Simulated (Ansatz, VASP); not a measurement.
V: VASP beside Ansatz

```
V
1.0
    -1.49968    1.49968    1.49968
     1.49968   -1.49968    1.49968
     1.49968    1.49968   -1.49968
V
1
Direct
  0.00000 0.00000 0.00000
```

Alike in both runs: functional PBE; k mesh 18 × 18 × 18; occupations fermi-dirac, width 0.1 eV; no spin polarisation.

Ansatz relaxed the structure, and its values are those at the end. VASP's run is a single point on that final structure, the one shown.

|  | VASP | Ansatz |
| --- | --- | --- |
| version | VASP 6.6.1 | Ansatz 0.2.0 |
| potentials or method | VASP PAW PBE potentials, release 64 (V_sv) | PAW with Ansatz's default frozen-core files, scalar-relativistic |
| plane-wave cutoff (eV) | 520 | 420 |
| valence electrons in the cell | 13 | 13 |

VASP gave:

| Item | Value |
| --- | --- |
| pressure (GPa) | 0.0 |

Question: What did Ansatz give for the same quantities?

Answer: Pressure (GPa): -0.2.
